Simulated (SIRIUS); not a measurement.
C:

```
C
1.0
     2.61972    0.00000    0.00000
     0.00000    2.61972    0.00000
     0.00000    0.00000    2.61972
C
3
Direct
  0.00000 0.50000 0.50000
  0.50000 0.00000 0.50000
  0.50000 0.50000 0.00000
```

The cell was built by a generator and needn't be a form met in nature.

| Quantity | Value |
| --- | --- |
| Program | SIRIUS 7.10.0 |
| Task | single point |
| Functional | PBE |
| Potentials or basis | PseudoDojo 0.4.1 PBE standard (scalar relativistic) |
| Cutoff | 1127 eV |
| Density cutoff | 4507 eV |
| k mesh | 10 × 10 × 10 |
| Occupations | fermi-dirac, width 0.05 eV |
| Spin | no spin polarisation |

On this cell: pressure 4.4 GPa; largest force zero by symmetry; band gap on the k mesh none (metal or under the smearing width).

The same run follows on a disturbed copy (atoms moved at random, drawn with an rms of 0.05 Å):

```
CELL_PARAMETERS angstrom
2.61972 0.00000 0.00000
0.00000 2.61972 0.00000
0.00000 0.00000 2.61972
ATOMIC_POSITIONS crystal
C 0.99781 0.51096 0.48644
C 0.50138 0.98237 0.49951
C 0.50074 0.49351 0.99312
```

**Question.** What does the disturbed cell give?

**Answer.** The energy (extrapolated to zero smearing) moves by -17.1 meV/atom; pressure 4.1 GPa; largest force 1.443 eV/Å; band gap on the k mesh none (metal or under the smearing width).

Forces on the atoms (eV/Å):
```
C   -0.092  1.240 -0.732
C    0.078 -0.556  0.749
C    0.015 -0.684 -0.018
```

Stress tensor (GPa, compression positive):
```
 2.04  0.05 -0.04
 0.05  7.00 -0.23
-0.04 -0.23  3.31
```

The energy falls, though the first cell shows no forces: that form is unstable against this distortion, unless noise or another electronic state is at work.
